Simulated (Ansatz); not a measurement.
The calculation used DFT PBE, scalar-relativistic, plane waves, PAW in Ansatz. All cells share a 420 eV cutoff and Γ-centred k meshes spaced at most about 0.3 Å⁻¹ (about 0.25 or finer for metals, 2π included). No spin polarisation.

Each guess is relaxed in cell and atoms at zero pressure, on a coarse mesh first where it starts far from rest and then on a converged one. The steps can't lower the symmetry of the start, but it can rise. Energies are static (0 K, no zero-point motion).

Two unrelaxed guesses for Si2Ge:

A.

```
CELL_PARAMETERS angstrom
4.79919 0.00000 0.00000
-2.39959 4.15622 0.00000
0.00000 0.00000 2.94190
ATOMIC_POSITIONS crystal
Si 0.33333 0.66667 0.50000
Si 0.66667 0.33333 0.50000
Ge 0.00000 0.00000 0.00000
```

B.

```
CELL_PARAMETERS angstrom
-1.43049 1.43049 6.06905
1.43049 -1.43049 6.06905
1.43049 1.43049 -6.06905
ATOMIC_POSITIONS crystal
Si 0.83333 0.83333 0.00000
Si 0.16667 0.16667 0.00000
Ge 0.50000 0.50000 0.00000
```

**Question.** Where do they end, and which end is lower?

**Answer.** A ends lower, by 43 meV/atom. A: P6/mmm at 19.6 Å³/atom → P6/mmm at 16.3 Å³/atom; B: I4/mmm at 16.6 Å³/atom → I4/mmm at 16.5 Å³/atom. Counting Ge atoms around Si (those within 1.25 times the shortest such distance or 1.15 times the sum of covalent radii; the shortest distance is added where it is long for a bond), the end of A has Si 6 from 3.0 Å and the end of B has Si 4 from 3.0 Å. End of A. Conventional cell: a = 4.537 Å, c = 2.747 Å. Around Si lie 5 Si at 2.62–2.75 Å and 6 Ge at 2.96 Å; Ge is surrounded by 2 Ge at 2.75 Å and 12 Si at 2.96 Å. End of B. Conventional cell: a = 2.728 Å, c = 13.276 Å. Around Si lie 8 Si at 2.73 Å and 4 Ge at 3.04 Å; Ge is surrounded by 4 Ge at 2.73 Å and 8 Si at 3.04 Å.

Ends held by symmetry can be saddle points. Neither end is the lowest form computed: that has Si and Ge ordered on diamond sites, space group Imma (No. 74) and lies 0.45 eV/atom below the better end. Even the lowest of the cells shown lies +0.47 eV/atom against the elements. Some candidate types were left out of the draw beforehand, so a known form may be missing.
